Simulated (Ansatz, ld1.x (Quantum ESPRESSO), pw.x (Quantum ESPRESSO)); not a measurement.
What a changed setting does to a pw.x run (fcc Rb)

Potential: PAW, ld1.x (Quantum ESPRESSO) 7.5, PBE; core [Ar] 3d10, reference 4s2 4p6 5s1 5p0; waves: 4s (bound): rcut 2.80, rcutus 3.05 bohr; 5s (bound): rcut 2.80, rcutus 3.05 bohr; 4p (bound): rcut 2.32, rcutus 2.46 bohr; 5p (bound, empty): rcut 2.32, rcutus 2.46 bohr; 4d channel at -0.05 Ry: rcut 2.05, rcutus 2.85 bohr; 4d channel at 2 Ry: rcut 2.05, rcutus 2.85 bohr; local part: all-electron potential smoothed inside 3.15 bohr (lloc = -1); core correction: Bessel-smoothed model core inside 1.50 bohr; augmentation: PSQ, inside the norm-conserving radii.

The reference run (k-mesh 8³, cutoffs 40/320 Ry, Fermi–Dirac 0.01 Ry, mixing_beta 0.4, conv_thr 1e-9, no spin) gives 0.01 GPa at 92.108 Å³/atom, where all-electron LAPW gives -0.00 GPa. This run, with its own iteration cap, changes startingwfc to atomic.

```
&control
  calculation='scf', prefix='x', pseudo_dir='./', outdir='./tmp', tstress=.true., disk_io='none'
/
&system
  ibrav=0, nat=1, ntyp=1, ecutwfc=40, ecutrho=320, nbnd=12,
  occupations='smearing', smearing='fd', degauss=0.01
/
&electrons
  conv_thr=1e-09, mixing_beta=0.4, electron_maxstep=50, startingwfc='atomic'
/
ATOMIC_SPECIES
Rb 1.0 Rb.UPF
CELL_PARAMETERS angstrom
  0.00000000 3.58444938 3.58444938
  3.58444938 0.00000000 3.58444938
  3.58444938 3.58444938 0.00000000
ATOMIC_POSITIONS crystal
Rb 0.0000 0.0000 0.0000
K_POINTS automatic
8 8 8 0 0 0
```

```bash
pw.x < Rb.scf.in > Rb.scf.out
```

Question: How does the run end?

Answer: It converges in 13 iterations; the free energy moves by +0.0 meV/atom and the pressure by +0.00 GPa. The result is that of the reference run.

```
Message from routine setup:
     using ibrav=0 with symmetry is DISCOURAGED, use correct ibrav instead
     lattice parameter (alat)  =       9.5794  a.u.
     unit-cell volume          =     621.5756 (a.u.)^3
     number of electrons       =         9.00
     number of Kohn-Sham states=           12
     kinetic-energy cutoff     =      40.0000  Ry
     charge density cutoff     =     320.0000  Ry
     scf convergence threshold =      1.0E-09
     Exchange-correlation= SLA  PW   PBX  PBC
     number of k points=    29  Fermi-Dirac smearing, width (Ry)=  0.0100
     iteration #  1     ecut=    40.00 Ry     beta= 0.40
     total energy              =    -239.92230797 Ry
     estimated scf accuracy    <       0.01314306 Ry
     iteration #  2     ecut=    40.00 Ry     beta= 0.40
     total energy              =    -239.92223999 Ry
     estimated scf accuracy    <       0.00246881 Ry
     iteration #  3     ecut=    40.00 Ry     beta= 0.40
     total energy              =    -239.92246695 Ry
     estimated scf accuracy    <       0.00016699 Ry
     iteration #  4     ecut=    40.00 Ry     beta= 0.40
     total energy              =    -239.92248631 Ry
     estimated scf accuracy    <       0.00003877 Ry
     iteration #  5     ecut=    40.00 Ry     beta= 0.40
     total energy              =    -239.92248900 Ry
     estimated scf accuracy    <       0.00000111 Ry
     iteration #  6     ecut=    40.00 Ry     beta= 0.40
     total energy              =    -239.92248905 Ry
     estimated scf accuracy    <       0.00000063 Ry
     iteration #  7     ecut=    40.00 Ry     beta= 0.40
     total energy              =    -239.92248911 Ry
     estimated scf accuracy    <       0.00000006 Ry
     iteration #  8     ecut=    40.00 Ry     beta= 0.40
     total energy              =    -239.92248910 Ry
     estimated scf accuracy    <       0.00000005 Ry
     iteration #  9     ecut=    40.00 Ry     beta= 0.40
     total energy              =    -239.92248910 Ry
     estimated scf accuracy    <          8.7E-09 Ry
     iteration # 10     ecut=    40.00 Ry     beta= 0.40
     total energy              =    -239.92248910 Ry
     estimated scf accuracy    <          4.0E-09 Ry
     iteration # 11     ecut=    40.00 Ry     beta= 0.40
     total energy              =    -239.92248910 Ry
     estimated scf accuracy    <          1.7E-09 Ry
     iteration # 12     ecut=    40.00 Ry     beta= 0.40
     total energy              =    -239.92248910 Ry
     estimated scf accuracy    <          1.1E-09 Ry
     iteration # 13     ecut=    40.00 Ry     beta= 0.40
     the Fermi energy is     1.7690 ev
!    total energy              =    -239.92248910 Ry
     estimated scf accuracy    <          1.0E-10 Ry
     smearing contrib. (-TS)   =      -0.00419354 Ry
     The total energy is F=E-TS. E is the sum of the following terms:
     one-electron contribution =     -25.43743851 Ry
     hartree contribution      =      16.06937849 Ry
     xc contribution           =     -10.83311242 Ry
     ewald contribution        =     -27.41321549 Ry
     one-center paw contrib.   =    -192.30390765 Ry
     convergence has been achieved in  13 iterations
          total   stress  (Ry/bohr**3)                   (kbar)     P=        0.06
     Message from routine punch:
     Nothing written, as per user request (disk_io='none')
```

The run took about 25 s on one core of a shared host (Neoverse-V2, 32 threads, 247 GiB, load 21).
